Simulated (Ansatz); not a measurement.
## Co: changing the starting magnetic order

The structure is hexagonal, space group P6_3/mmc (No. 194). The conventional cell has a = 2.472 Å, b = 2.472 Å, c = 4.021 Å, α = 90.00°, β = 90.00°, γ = 120.00°. Around Co (site symmetry -6m2) lie 12 Co at 2.47 Å.

Kept alike: task single point; functional PBEsol; k mesh 12 × 12 × 7; occupations fermi-dirac, width 0.05 eV. Program: Ansatz, all-electron LAPW, scalar-relativistic, cutoff 315 eV. The mesh is that of the run's cell of 2 atoms. No spin-orbit coupling.

| starting magnetic order | largest site moment (μB) | moment of the cell (μB) | free energy over the lowest row (meV/atom) |
| --- | --- | --- | --- |
| afm | 1.65 | 3.20 | 0.00 |
| ferri | 1.65 | 3.20 | 0.00 |
| fm | 1.65 | 3.20 | 0.00 |
| off | 0.00 | 0.00 | 201.92 |

For a metal such a mesh leaves the last digits unconverged. Moments of the cell are magnitudes, and a label names the start alone. The runs hold the magnetic state that their start led to, which needn't be the lowest. The row without spin has no moments by construction. Site moments count inside each atom's sphere or projector.

The largest site moment runs from 0.00 (off) to 1.65 μB (afm; ferri; fm). The moment of the cell runs from 0.00 (off) to 3.20 μB (afm; ferri; fm). The free energy is lowest at afm; ferri; fm, and 201.92 meV an atom higher at off. Starts that end at one energy have found one state: afm; ferri; fm.
